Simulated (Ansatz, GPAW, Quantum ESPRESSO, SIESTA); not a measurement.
## One calculation of InSe, 4 ways

```xyz
8
Lattice="4.0473 0.0000 0.0000 -2.0237 3.5051 0.0000 0.0000 0.0000 18.0521" Properties=species:S:1:pos:R:3 pbc="T T T"
In    0.0000    2.3367    1.3971
In    0.0000    2.3367   16.6550
In    0.0000    0.0000    7.6289
In    0.0000    0.0000   10.4231
Se    0.0000    2.3367    6.3721
Se    0.0000    2.3367   11.6800
Se    2.0237    1.1684    2.6537
Se    2.0237    1.1684   15.3984
```

Measurements of this composition are mostly on another form, of space group No. 160.

Alike in all runs: task single point; functional PBEsol; k mesh 8 × 8 × 2; occupations fermi-dirac, width 0.05 eV; no spin polarisation; no spin-orbit coupling. Pressure is positive in compression and, in plane waves, holds the error of the finite cutoff.

| program and potentials | plane-wave cutoff (eV) | notes | band gap (eV) | pressure (GPa) | largest force (eV/Å) |
| --- | --- | --- | --- | --- | --- |
| GPAW, PAW data sets generated for this functional | 600 | 9.5 valence electrons an atom on average | ? | ? | ? |
| SIESTA, files PseudoDojo sr-pbesol-0.4.1-standard, DZP (energy shift 0.003 Ry; two zetas on semicore shells) | - | atomic basis; 14.5 valence electrons an atom on average | 0.66 | -0.03 | 0.303 |
| Quantum ESPRESSO, GBRV 1.5 PBEsol | 762 | 9.5 valence electrons an atom on average | 0.62 | -0.93 | 0.067 |
| Ansatz, all-electron LAPW, scalar-relativistic | - | - | 0.64 | -0.78 | 0.062 |

Problem. Estimate from the other rows what the run with GPAW, PAW data sets generated for this functional gave.

Solution. Band gap 0.63 eV; pressure -1.00 GPa; largest force 0.078 eV/Å. The other rows, which needn't bracket it: band gap 0.62 to 0.66; pressure -0.93 to -0.03; largest force 0.062 to 0.303.
